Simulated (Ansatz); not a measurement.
Crystal: C.

```
CELL_PARAMETERS angstrom
2.52210 0.00000 0.00000
-1.26105 2.18420 0.00000
0.00000 0.00000 8.23710
ATOMIC_POSITIONS crystal
C 0.66667 0.33333 0.84375
C 0.33333 0.66667 0.34375
C 0.66667 0.33333 0.65625
C 0.33333 0.66667 0.15625
C 0.00000 0.00000 0.90625
C 0.00000 0.00000 0.40625
C 0.00000 0.00000 0.59375
C 0.00000 0.00000 0.09375
```

This is a hexagonal form of diamond, not graphite.

| Item | Value |
| --- | --- |
| Program | Ansatz 0.2.0 |
| Task | relaxation of cell and atoms |
| Functional | RPBE |
| Dispersion | D4 |
| Potentials or basis | Ansatz PAW |
| Cutoff | 420 eV (not typed: the program's choice for these potentials) |
| k mesh | 12 × 12 × 4 |
| Occupations | fermi-dirac, width 0.05 eV |
| Spin | no spin polarisation |

At the start: volume 5.67 Å³/atom.

Q: How do energy, volume and symmetry change on relaxing?

A: It ends after 7 steps and the volume is 5.60 Å³/atom (-1.3 %); space group P6_3/mmc (No. 194, to 0.05 Å).

The path:
| step | energy change (eV) | largest force (eV/Å) | volume (Å³) |
| --- | --- | --- | --- |
| 1 | 0.0000 | 0.3352 | 45.38 |
| 2 | -0.0247 | 0.3559 | 45.01 |
| 3 | -0.0314 | 0.1570 | 44.87 |
| 4 | -0.0328 | 0.0046 | 44.80 |
| 5 | -0.0299 | 0.0055 | 44.80 |
| 6 | -0.0299 | 0.0006 | 44.78 |
| 7 | -0.0299 | 0.0005 | 44.78 |

Final structure:
```
C
1.0
     2.50287    0.00000    0.00000
    -1.25144    2.16755    0.00000
     0.00000    0.00000    8.25498
C
8
Direct
  0.66667 0.33333 0.84442
  0.33333 0.66667 0.34442
  0.66667 0.33333 0.65558
  0.33333 0.66667 0.15558
  0.00000 0.00000 0.90704
  0.00000 0.00000 0.40704
  0.00000 0.00000 0.59296
  0.00000 0.00000 0.09296
```

Caveat: the plane-wave basis is chosen anew once the cell has moved, so the energies of steps on either side of that aren't comparable; the pressure holds a Pulay correction of +0.9 GPa for the finite cutoff; the PAW data sets come from PBE, with cores solved anew for the run's functional, which leaves a small shift of forces and pressure.
